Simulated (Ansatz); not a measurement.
CdI2, CdI2 type, relaxed with r2SCAN+rVV10: 4 runs in the plane-wave code Ansatz, each a calculation of independent-particle optics. The symmetry is P-3m1 (No. 164, trigonal); a = 4.247 Å, c = 6.895 Å in the conventional setting, 35.90 Å³ an atom. Around Cd lie 6 I at 2.99 Å; around I lie 3 Cd at 2.99 Å. The values are computed, spin-unpolarised, and not measurements.

```
CELL_PARAMETERS angstrom
4.24701 0.00000 0.00000
-2.12350 3.67802 0.00000
0.00000 0.00000 6.89503
ATOMIC_POSITIONS crystal
Cd 0.00000 0.00000 0.00000
I 0.33333 0.66667 0.24939
I 0.66667 0.33333 0.75061
```

On meshes this coarse, single peaks can be features of the mesh. No local fields, no excitons; the zone sum runs over the cells of the mesh, and ε∞ includes the bands left out of the spectrum. Up to four peaks are listed, those above 15 % of the tallest and inside the complete range; the four can differ from row to row. Rows marked drawn have settings drawn at random (some not listed).

```csv
functional,k mesh,broadening (eV),scissors (eV),range (eV),settings,direct gap on the mesh before scissors (eV),ε∞ xx,ε∞ yy,ε∞ zz,complete up to (eV),tallest peaks of mean ε₂ (eV)
PBE,6×6×4,0.1,0.00,0–15,chosen,2.62,6.08,6.08,5.91,15.0,3.90 5.45 6.50 6.75
r2SCAN,6×6×4,0.1,0.00,0–15,chosen,3.16,5.34,5.34,5.19,15.0,4.40 5.95 7.05 7.35
PBE,6×6×4,0.1,1.04 (to HSE06),0–15,chosen,2.62,5.29,5.29,5.15,15.0,4.95 6.50 7.50 7.80
r2SCAN,6×6×2,0.05,1.00,0–10,drawn,3.21,4.75,4.75,4.63,10.0,5.40 7.00 8.00 8.40
```

The fundamental gap is indirect (2.37 eV with PBE on 6×6×4); the table holds the direct one.

Spin-orbit coupling is left out, which matters wherever the heavy atoms make up the band edges.
